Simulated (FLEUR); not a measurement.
## CoO under changes of volume

One of the cells (9.584 Å³/atom); the others are scaled copies at fixed shape and fractional positions:

```
CELL_PARAMETERS angstrom
-1.50800 1.50800 2.10725
1.50800 -1.50800 2.10725
1.50800 1.50800 -2.10725
ATOMIC_POSITIONS crystal
Co 0.00000 0.00000 0.00000
O 0.50000 0.50000 0.00000
```

```yaml
Program: FLEUR MaX-R8.1 (later development tree)
Functional: LDA
Potentials_or_basis: all-electron
Basis: FLAPW
Kmax: 4.83 1/bohr
k_mesh: 12 × 12 × 12
Occupations: fermi-dirac, width 0.05 eV
Spin: collinear spin, ferromagnetic start
Starting_moments: "[2.0, 0.0] μB"
```

```tsv
volume (Å³/atom)	energy over the lowest point (meV/atom)	moment (μB per cell)
9.009	0.00	2.51
9.201	14.96	2.63
9.584	52.57	2.86
9.967	101.47	2.95
10.159	?	?
```

Problem. What does the run at 10.159 Å³/atom give?

Solution. Energy over the lowest point 129.99 meV/atom; moment 2.98 μB per cell.

Worked out: A Birch-Murnaghan fit of order 2 (a polynomial in V^(-2/3)) to the other rows has no minimum within the range. It gives 128.97 meV/atom at 10.159 Å³/atom, against the run's 129.99. A parabola through the other rows of the moment, of slope -0.00255 μB per Å³/atom there, extrapolates to 2.97 μB, against the run's 2.98.

Energies are extrapolated to zero smearing.

Caveats: a cell with one magnetic atom can't hold antiferromagnetic order, which such compounds often take.
